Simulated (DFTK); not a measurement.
The system is Pb.

```
CELL_PARAMETERS angstrom
-1.97966 1.97966 1.97966
1.97966 -1.97966 1.97966
1.97966 1.97966 -1.97966
ATOMIC_POSITIONS crystal
Pb 0.00000 0.00000 0.00000
```

This isn't the form of Pb at room conditions, which is fcc.

| Quantity | Value |
| --- | --- |
| Program | DFTK 0.8.2 |
| Task | single point |
| Functional | PBEsol |
| Potentials or basis | dojo.nc.sr.pbesol.v0_4_1.standard.upf (PBEsol) |
| Cutoff | 925 eV |
| k mesh | 9 × 9 × 9 |
| Occupations | fermi-dirac, width 0.05 eV |
| Spin | no spin polarisation |

On this cell: pressure -1.9 GPa; band gap on the k mesh none (metal or under the smearing width).

The same run follows on a disturbed copy (cell strained at random at fixed volume):

```
CELL_PARAMETERS angstrom
-2.06690 2.05040 2.08125
1.99925 -1.93748 1.90067
1.99103 1.86160 -1.96833
ATOMIC_POSITIONS crystal
Pb 0.00466 0.99633 0.00314
```

Q: What changes?

A: The energy (extrapolated to zero smearing) moves by +3.5 meV/atom; pressure -1.3 GPa; band gap on the k mesh none (metal or under the smearing width).

Stress tensor (GPa, compression positive):
```
-1.22  0.24  0.28
 0.24 -1.41 -0.33
 0.28 -0.33 -1.15
```
